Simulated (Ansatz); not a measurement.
Born–Oppenheimer molecular dynamics of a periodic cell of 16 atoms, Li (start crystal Li, start structure bcc, volume 1 times the crystal's). It goes on from the last frame of an earlier run, with new velocities.

Method: Ansatz, DFT PBE-D3(BJ), scalar-relativistic, plane waves, PAW. Settings: accuracy low, cutoff 420 eV, k mesh 3x3x3, fermi-dirac smearing 0.11 eV, no spin polarisation.

```json
{
 "ensemble": "NVT, Langevin thermostat",
 "time step": "1.5 fs",
 "steps asked": "69",
 "set temperature": "1040 K",
 "friction": "0.02 /fs",
 "temperature schedule": "52 steps to 300 K, then 17 steps to 300 K",
 "seed": "328368"
}
```

First frame:

```xyz
16
Lattice="6.9800 0.0000 0.0000 0.0000 6.9800 0.0000 0.0000 0.0000 6.9800" Properties=species:S:1:pos:R:3
Li 0.032 -0.096 -0.394
Li 3.687 -0.048 0.042
Li 0.235 3.583 -0.361
Li -0.441 -0.222 3.540
Li 2.069 1.869 1.431
Li 3.318 3.761 0.318
Li 3.815 -0.280 2.906
Li 5.169 1.854 1.781
Li 0.044 3.434 3.282
Li 1.398 5.790 1.547
Li 1.720 1.917 4.856
Li 3.613 3.732 3.304
Li 5.934 4.778 1.380
Li 5.090 1.989 4.902
Li 1.812 5.201 5.157
Li 4.762 5.111 5.317
```

Task: What does the run give?

Result: The run went to its last step.

```
steps done                                               : 69
time covered                                             : 103.5 fs
mean temperature over the second half                    : 532 K
spread of the potential energy over the second half      : 11.3 meV per atom
mean potential energy of the second half above the start : -10.7 meV per atom
```

The schedule's set-point averaged 362 K over the second half and the system 532 K, so it lags behind the ramp. A run of 0.1 ps of so small a system gives no equilibrium averages. Limits of this set-up: coarse k mesh, low accuracy level.

Task: What happens to the structure?

Result: Mean squared displacements from the first frame to the last, about the centre of mass: Li 0.25 Å². Another seed would give other details.

Task: How do temperature and energy run in time?

Result: 
```tsv
time (fs)	T (K)	potential energy less start (eV)
0.0	975	0.000
3.0	723	0.029
6.0	646	0.048
9.0	794	0.078
12.0	842	0.148
15.0	827	0.256
18.0	737	0.380
21.0	550	0.503
24.0	511	0.607
27.0	610	0.675
30.0	533	0.702
33.0	630	0.711
36.0	665	0.667
39.0	705	0.582
42.0	680	0.501
45.0	642	0.429
48.0	607	0.347
51.0	521	0.273
54.0	508	0.196
57.0	585	0.119
60.0	583	0.056
63.0	578	-0.001
66.0	573	-0.049
69.0	601	-0.110
72.0	575	-0.158
75.0	603	-0.199
78.0	577	-0.233
81.0	589	-0.265
84.0	551	-0.285
87.0	480	-0.307
90.0	503	-0.325
93.0	428	-0.345
96.0	441	-0.356
99.0	495	-0.356
102.0	450	-0.347
```

Run time: 11 min on 1 thread of Intel(R) Xeon(R) Platinum 8259CL CPU @ 2.50GHz (Skylake/Cascade Lake), with other jobs on the host, peak memory 0.64 GiB.
